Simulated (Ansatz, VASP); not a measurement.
**ZnS in VASP and in Ansatz**

```xyz
2
Lattice="3.8109 0.0000 0.0000 1.9055 3.3004 0.0000 1.9055 1.1001 3.1116" Properties=species:S:1:pos:R:3 pbc="T T T"
Zn    1.9055    1.1001    0.7779
S     0.0000    0.0000    0.0000
```

Alike in both runs: functional r2SCAN; k mesh 6 × 6 × 6; occupations fermi-dirac, width 0.05 eV; no spin polarisation.

Ansatz relaxed the structure, and its values are those at the end. VASP's run is a single point on that final structure, the one shown.

|  | VASP | Ansatz |
| --- | --- | --- |
| version | VASP 6.6.1 | Ansatz 0.2.0 |
| potentials or method | VASP PAW PBE potentials, release 64 (Zn, S) | plane waves, PAW |
| plane-wave cutoff (eV) | 520 | 500 |
| valence electrons in the cell | 18 | 18 |

```csv
,VASP,Ansatz,Ansatz less VASP
pressure (GPa),0.0,0.0,-0.03
```

Caveats: the PAW data sets were made with another functional, which shifts forces and pressure a little (VASP). r2SCAN opens gaps a little over a GGA but as a rule still falls short of measured ones.
